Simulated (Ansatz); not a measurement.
Ni: phonons with PBE

Crystal: Ni.

```xyz
2
Lattice="2.4480 0.0000 0.0000 -1.2240 2.1201 0.0000 0.0000 0.0000 4.0728" Properties=species:S:1:pos:R:3 pbc="T T T"
Ni    1.2240    0.7067    3.0546
Ni    0.0000    1.4134    1.0182
```

This isn't the form of Ni at room conditions, which is fcc.

| Property | Result |
| --- | --- |
| Program | Ansatz 0.2.0 |
| Task | phonons |
| Functional | PBE |
| Potentials or basis | Ansatz PAW |
| Cutoff | 420 eV (not typed: the program's choice for these potentials) |
| k mesh | 9 × 9 × 5 |
| Occupations | fermi-dirac, width 0.05 eV |
| Spin | collinear spin, ferromagnetic start |
| Starting moments | [1.0, 1.0] μB |

```yaml
Band_gap_on_the_k_mesh: none (metal or under the smearing width)
Net_moment: 1.09 μB per cell
Absolute_moment: 1.27 μB per cell
Site_moments: Ni +0.58 μB
Highest_phonon_frequency_at_Γ: 300 cm⁻¹
```

Levels at points of the mesh, in eV from the Fermi level:
Spin up:
| k point | band 15 | band 16 | band 17 | band 18 | band 19 | band 20 | band 21 | band 22 |
| --- | --- | --- | --- | --- | --- | --- | --- | --- |
| (0.00, 0.00, 0.00) | -2.12 | -1.60 | -1.60 | -0.65 | -0.65 | -0.65 | 5.58 | 22.85 |
Spin down:
```
           k point  band 16  band 17  band 18  band 19  band 20  band 21
(0.00, 0.00, 0.00)    -1.00    -1.00    -0.71    -0.01    -0.01     5.95
```

Phonon frequencies in cm⁻¹ (negative: imaginary):
| q point | frequencies |
| --- | --- |
| (0.000, 0.000, 0.000) | 0 0 0 134 134 300 |

Run time: 12 s on 2 threads of Arm Neoverse V2, with other jobs on the host, peak memory 0.5 GiB.
